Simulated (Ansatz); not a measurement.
InP (started from an entry of an open crystallographic database) was put through Ansatz (plane waves). Cell and atoms come from a relaxation with r2SCAN.

The cell given to it:
```
CELL_PARAMETERS angstrom
0.00000 2.95381 2.95381
2.95381 0.00000 2.95381
2.95381 2.95381 0.00000
ATOMIC_POSITIONS crystal
In 0.00000 0.00000 0.00000
P 0.25000 0.25000 0.25000
```

The log, with set-up remarks and timings taken out:
```
Functional definition: HSE06
Crystal: 2 atoms, lattice volume = 51.544 Å³
Basis set: ecut = 420 eV, 965 PW (Γ)
Bands: 13, of which v1, the nominal top of the filled ones, is band 9 counted from 1 (8 counted from 0)
Symmetry: 24 space group operations
Space group: F-43m (ITA 216)
k-points: 8 of 64 (time reversal used)
Exchange kernel: α = 0.2500, screened, ω = 0.2079 Å⁻¹, Wigner–Seitz truncation, v(0) = 1032.3539 eV·Å³, q-mesh 4×4×4
hybrid outer 1: dexx = +5.714e-3 eV, tail = 1.33e-5 eV
hybrid outer 2: dexx = +1.418e-7 eV, tail = 1.32e-7 eV, Δε = 1.02e-3 eV
Free energy (F): -6358.421469 eV
Fermi energy:    6.300525 eV
--- Per-component energies (eV) ---
  E_band       = -84.605848
  E_kinetic    = 313.371321
  E_local      = -1413.902806
  E_nonlocal   = 401.194750
  E_hartree    = 558.894950
  E_xc         = -220.550822
  E_vxc        = -128.096940
  E_exx        = -40.453735
  E_paw        = -4746.337042
  E_vpaw       = -294.052168
  E_ewald      = -1211.073691
  E_core_change = 0.435577
--- G₀W₀: contour deformation, 7 samples at zero and on the imaginary axis and 2 off it, 64 q-points, 193 empty bands' worth ---
    ik  band        ε_KS         Σx   Σc(E_QP)       V_xc       Z   E_QP_lin       E_QP  E_QP is
     0     8      6.3005   -16.7444     1.2690   -15.2585  0.7671     6.0826     6.0836  root
     0     9      6.3005   -16.7444     1.2690   -15.2585  0.7671     6.0826     6.0836  root
     0    10      7.6922    -9.5771    -3.9401   -13.3797  0.7857     7.5551     7.5548  root
     0    11     11.2096    -6.8055    -4.2385   -10.9176  0.7794    11.0835    11.0832  root
     1     8      5.7199   -16.3282     1.3952   -14.7131  0.7650     5.4990     5.5000  root
     1     9      5.7199   -16.3282     1.3952   -14.7131  0.7650     5.4990     5.5000  root
     1    10      8.8219    -8.4997    -4.0094   -12.3770  0.7849     8.6900     8.6897  root
     1    11     11.9420    -6.8060    -4.4083   -11.0666  0.7698    11.7948    11.7943  root
     2     8      5.2762   -16.1626     1.5395   -14.4040  0.7621     5.0560     5.0570  root
     2     9      5.2762   -16.1626     1.5395   -14.4040  0.7621     5.0560     5.0570  root
     2    10      8.5109    -8.4309    -3.9413   -12.2396  0.7880     8.3786     8.3782  root
     2    11     11.9427    -6.4037    -4.3571   -10.5956  0.7722    11.7782    11.7776  root
     3     8      4.8254   -15.7804     1.6169   -13.9433  0.7596     4.6041     4.6052  root
     3     9      4.8254   -15.7804     1.6169   -13.9433  0.7596     4.6041     4.6052  root
     3    10      9.5157    -6.5309    -3.9235   -10.2756  0.7910     9.3375     9.3369  root
     3    11     10.1976    -8.2178    -4.1928   -12.2507  0.7742    10.0383    10.0377  root
     6     8      3.8465   -15.4913     1.9493   -13.3359  0.7491     3.6393     3.6404  root
     6     9      3.8465   -15.4913     1.9493   -13.3359  0.7491     3.6393     3.6404  root
     6    10      8.7101    -6.0847    -3.6934    -9.5441  0.7964     8.4770     8.4760  root
     6    11      9.3008    -7.3731    -3.9421   -11.1593  0.7879     9.1453     9.1449  root
```

The points are ik 0 = (0, 0, 0) (Γ), ik 1 = (0, 0, 1/4), ik 2 = (0, 0, -1/2), ik 3 = (0, 1/4, 1/4), ik 6 = (0, -1/2, -1/2); band 9 is the last filled one.

**Question.** Which of these blocks stood in the input: relax, gw, phonons, dielectric, magnetization (spin_orbit)?

**Answer.** gw. The quasiparticle table needs the gw block.

**Question.** Which k mesh was typed?

**Answer.** 4×4×4, Γ-centred.

**Question.** How were the bands filled?

**Answer.** Fixed occupations.

Command: `ansatz run input.yaml --threads 2 --pin off --max-ram 3686MiB --backend cpu --events-out ev --progress --plain --runs-dir out`. It took 69 s on 2 threads of Arm Neoverse V1, on a shared host, load about 0.8 per core; peak host memory 0.68 GiB.

Calculated for a static, non-magnetic cell.
